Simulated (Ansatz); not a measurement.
## Ir(001): from terraces to steps

Computed with DFT PBE, scalar-relativistic, plane waves, PAW (Ansatz).

Cutoff 420 eV, Γ-centred meshes of like density (2×12×1 for the 24-atom cell), Gaussian smearing of 0.10 eV, energies at zero smearing and 0 K, each start's symmetry kept, no spin polarisation.

A (001) slab of relaxed bulk Ir (Fm-3m, 14.50 Å³/atom, gap on the mesh 0.00 eV), 4 planes in a 6×1 cell with the lowest 2 held; added atoms sit on lattice sites of the next plane. A dipole correction is on. The surface energy is the mean of the held and the free face; step energies are per length and the mean of the stripe's two steps, which run along the shortest translation of the plane; step and island energies count from the flat slab and bulk atoms.

The flat slab gives a surface energy of 3.03 J/m² (189.0 meV/Å²); planes follow at h = 1.94 Å, and an atom takes 7.49 Å² of its plane.

Q: Estimate the step energy β from the surface energy and compare with the stripes.

A: A step opens a strip of height h, so a first guess is γh = 189.0 × 1.94 = 366 meV/Å. Computed: 47 meV/Å for the stripe 2 surface cells wide, 30 meV/Å for the stripe 3 surface cells wide, 0.13 and 0.08 of the guess. The step costs less than a free strip of the same face. The two widths differ by 17 meV/Å (before rounding), from step–step interaction and confinement in so narrow a cell, or from the k mesh, which in a metal moves β by several meV/Å. A vicinal face tilted by θ holds tan θ/h steps per length, so its energy per terrace area is γ + (β/h) tan θ for far-apart steps, with β/h = 0.25 J/m² from the wider stripe and 0.39 from the narrower, so β isn't converged with width.

Slabs of three or four planes are thin, so both faces still feel each other.

Spin-orbit coupling is left out, which matters for the bands of heavy elements.

Small energy differences in metals hang on the k mesh (about 10 mJ/m² or 1 to 2 meV/atom on the mesh of the relaxation).

Cost: 3 runs of about 2.9 core-hours in all, on Arm Neoverse V2 (shared hosts).